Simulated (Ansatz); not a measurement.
# SnGe5: the cost of one run

Program: Ansatz 0.2.0. Level of theory: DFT PBE, scalar-relativistic, plane waves, PAW. These are calculated values, not measurements.

### Step 1. The system as given

It takes space group P-3m1 (No. 164, trigonal). The conventional cell has a = 3.084 Å, b = 3.084 Å, c = 15.110 Å, α = 90.00°, β = 90.00°, γ = 120.00°. Around Sn (site symmetry -3m) lie 6 Sn at 3.08 Å and 6 Ge at 3.08 Å. Ge (site symmetry 3m) has 9 Ge at 3.08 Å and 3 Sn at 3.08 Å as nearest neighbours. Around Ge (site symmetry 3m) lie 12 Ge at 3.08 Å. Ge (site symmetry -3m) has 12 Ge at 3.08 Å as nearest neighbours.

Coordinates:

```xyz
6
Lattice="3.0844 0.0000 0.0000 -1.5422 2.6712 0.0000 0.0000 0.0000 15.1104" Properties=species:S:1:pos:R:3 pbc="T T T"
Sn    0.0000    0.0000    7.5552
Ge    1.5422    0.8904   10.0736
Ge    0.0000    1.7808    5.0368
Ge    1.5422    0.8904    2.5184
Ge    0.0000    0.0000    0.0000
Ge    0.0000    1.7808   12.5920
```

The start is an ordering of an alloy on its end members' structure types: elements ordered on the sites of the Ta type, Ge/Sn on Ta (P-3m1, No. 164).

### Step 2. The guess as it stands, on a coarse mesh

input.yaml

```yaml
crystal:
  lattice:
    - [3.08439539, 0.0, 0.0]
    - [-1.5421977, 2.67116476, 0.0]
    - [0.0, 0.0, 15.11038975]
  atoms:
    - { symbol: Sn, position: [0.0, 0.0, 0.5] }
    - { symbol: Ge, position: [0.66666667, 0.33333333, 0.66666667] }
    - { symbol: Ge, position: [0.33333333, 0.66666667, 0.33333333] }
    - { symbol: Ge, position: [0.66666667, 0.33333333, 0.16666667] }
    - { symbol: Ge, position: [0.0, 0.0, 0.0] }
    - { symbol: Ge, position: [0.33333333, 0.66666667, 0.83333333] }
basis:
  ecutwfc: 420
kpoints:
  mp_grid: { grid: [6, 6, 1] }
hamiltonian:
  xc: pbe
scf:
  occupations: { method: gaussian, width: 0.1 }
  lower_state_search: "off"
output:
  forces: true
  stress: true
  eigenvalues: true
```

Launch:

```bash
$ ansatz run input.yaml --threads 1 --pin off --max-ram 2560MiB --backend cpu --events-out ev --progress --plain --runs-dir out
```

Q: Estimate wall time and peak memory on 1 thread of Intel Xeon 6975P-C (Granite Rapids), shared host.

About 1.8 s, with a peak of 0.43 GiB.
